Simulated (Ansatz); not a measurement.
IrO2: do energies and stresses tell the same story?

All numbers below come from DFT r2SCAN, scalar-relativistic, plane waves, PAW (Ansatz 0.2.0).

Settings: cutoff 500 eV, Γ-centred mesh 8×8×12 on the computed 6-atom cell, Gaussian smearing of 0.10 eV; no spin polarisation.

Relaxed cell: P4_2/mnm, a = 4.487 Å, b = 4.487 Å, c = 3.161 Å, α = 90.00°, β = 90.00°, γ = 90.00°, 6 atoms in the primitive cell.

Energies at zero smearing and pressures from the stress tensor, at volumes with shape and atoms relaxed:
```json
{"V (Å³/atom)": "9.973", "E − E(first) (meV/atom)": "0.00", "P (GPa)": "20.84"}
{"V (Å³/atom)": "10.292", "E − E(first) (meV/atom)": "-29.82", "P (GPa)": "9.55"}
{"V (Å³/atom)": "10.610", "E − E(first) (meV/atom)": "-38.99", "P (GPa)": "0.01"}
{"V (Å³/atom)": "10.928", "E − E(first) (meV/atom)": "-30.72", "P (GPa)": "-8.05"}
{"V (Å³/atom)": "11.246", "E − E(first) (meV/atom)": "-7.73", "P (GPa)": "-14.83"}
```

Q: Check P = −dE/dV between neighbouring volumes, and get the bulk modulus from the pressures alone.

A: With 1 eV/Å³ = 160.2 GPa:
```tsv
middle V (Å³/atom)	−ΔE/ΔV (GPa)	mean P (GPa)
10.132	15.011	15.194
10.451	4.615	4.779
10.769	-4.165	-4.022
11.087	-11.570	-11.439
```

The two differ by 0.18 GPa at most. The mean of two end pressures misses the average over a step by about ΔV² P″/12, up to 0.16 GPa here; with that taken off 0.03 GPa remains. The stress is the derivative of the free energy, not of the energy at zero smearing, and with free energies 0.00 GPa remains. Around V = 10.610 Å³/atom, the two neighbours give B = −V ΔP/ΔV = 10.610 × 17.60 / 0.637 = 293.4 GPa, against B0 = 291.9 GPa from the Birch–Murnaghan fit of the energies.

Spin-orbit coupling is left out, which matters for the bands of heavy elements.

A ferromagnetic start lost its moments in a first run, so spin was left out; other magnetic orders weren't tried.

Cost: 6 runs of about 15 core-minutes in all, on Arm Neoverse V1 (shared hosts).